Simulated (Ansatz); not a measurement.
Response of AlN to small distortions

```xyz
4
Lattice="3.1110 0.0000 0.0000 -1.5555 2.6942 0.0000 0.0000 0.0000 4.9780" Properties=species:S:1:pos:R:3 pbc="T T T"
Al    0.0000    1.7961    0.0000
Al    1.5555    0.8981    2.4890
N     0.0000    1.7961    1.9165
N     1.5555    0.8981    4.4055
```

Atom numbers follow the list: Al1, Al2, N3, N4.

The conventional cell has a = 3.111 Å, b = 3.111 Å, c = 4.978 Å, α = 90.00°, β = 90.00°, γ = 120.00°. Al (atom 1) has 4 N at 1.89 to 1.92 Å as nearest neighbours. N (atom 3) is surrounded by 4 Al at 1.89 to 1.92 Å.

The cell is COD entry 9008860, as deposited and not checked against the literature; nothing was relaxed.

Level of theory: DFT, PBEsol, PAW with Ansatz's default frozen-core files, scalar-relativistic (Ansatz 0.2.0).

Settings: a Γ-centred 11×11×6 k mesh, Fermi–Dirac smearing of 0.02 eV, cutoff 420 eV, no spin polarisation; the PAW files were made with PBE, and the program remakes their frozen cores for this functional.

The unchanged cell is at 0.56 GPa.

Semilocal functionals give too small gaps.

x, y and z are the Cartesian axes of the cell as listed; fractional coordinates follow a strain, and an engineering shear is twice the off-diagonal strain component.

**Question.** One change gave: energy change +1.4 meV/atom; stress change (xx, yy, zz, yz, xz, xy) 0.03, 0.03, 0.03, 1.27, 1.27, 1.78 GPa, compression positive; change of the force on N4 (-0.170, -0.058, -0.005) eV/Å; gap on the k mesh 4.07 → 4.07 eV. Which change was it?
A. equal xy, yz and zx engineering shear strains of -1 %
B. equal xy, yz and zx engineering shear strains of +2 %
C. equal xy, yz and zx engineering shear strains of -3 %

**Answer.** A. For equal xy, yz and zx engineering shear strains of -3 %: energy change +12.8 meV/atom; stress change (xx, yy, zz, yz, xz, xy) 0.30, 0.28, 0.26, 3.77, 3.79, 5.32 GPa, compression positive; change of the force on N4 (-0.548, -0.200, -0.041) eV/Å; gap on the k mesh 4.07 → 4.00 eV. For equal xy, yz and zx engineering shear strains of +2 %: energy change +5.6 meV/atom; stress change (xx, yy, zz, yz, xz, xy) 0.12, 0.14, 0.12, -2.55, -2.55, -3.56 GPa, compression positive; change of the force on N4 (0.307, 0.091, -0.018) eV/Å; gap on the k mesh 4.07 → 4.04 eV.
